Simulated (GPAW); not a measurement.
# TaS2: single point with revPBE+D4

The system is TaS2.

```
CELL_PARAMETERS angstrom
3.35000 0.00000 0.00000
-1.67500 2.90119 0.00000
0.00000 0.00000 5.86000
ATOMIC_POSITIONS crystal
Ta 0.00000 0.00000 0.00000
S 0.66667 0.33333 0.75000
S 0.33333 0.66667 0.25000
```

| Property | Result |
| --- | --- |
| Program | GPAW 26.7.0 |
| Task | single point |
| Functional | revPBE |
| Dispersion | D4 |
| Potentials or basis | the program's PAW data sets (release 1.2.1) made for this functional |
| Cutoff | 600 eV |
| Basis | pw |
| k mesh | 9 × 9 × 5 |
| Occupations | gaussian, width 0.05 eV |
| Spin | no spin polarisation |

```yaml
Pressure: 6.0 GPa
Largest_force: 1.378 eV/Å
Band_gap_on_the_k_mesh: none (metal or under the smearing width)
Dispersion_energy_per_atom: -0.595 eV
```

Forces on the atoms (eV/Å):
```
Ta   0.000  0.000  0.000
S    0.000  0.000 -1.378
S    0.000  0.000  1.378
```

Stress tensor (GPa, compression positive):
```
4.47 0.00 0.00
0.00 4.47 0.00
0.00 0.00 9.18
```

Levels at points of the mesh, in eV from the Fermi level:
| k point | band 10 | band 11 | band 12 | band 13 | band 14 | band 15 |
| --- | --- | --- | --- | --- | --- | --- |
| (0.00, 0.00, 0.00) | -1.36 | -0.82 | -0.82 | 0.03 | 0.03 | 0.30 |

Wall time 35 s on 1 thread of Arm Neoverse V2, with other jobs on the host, peak memory 0.2 GiB.

Caveat: forces of over 1 eV/Å show positions far from the minimum, so gaps and moduli don't describe the material at rest. Spin-orbit coupling is left out, which matters for the levels of Ta.
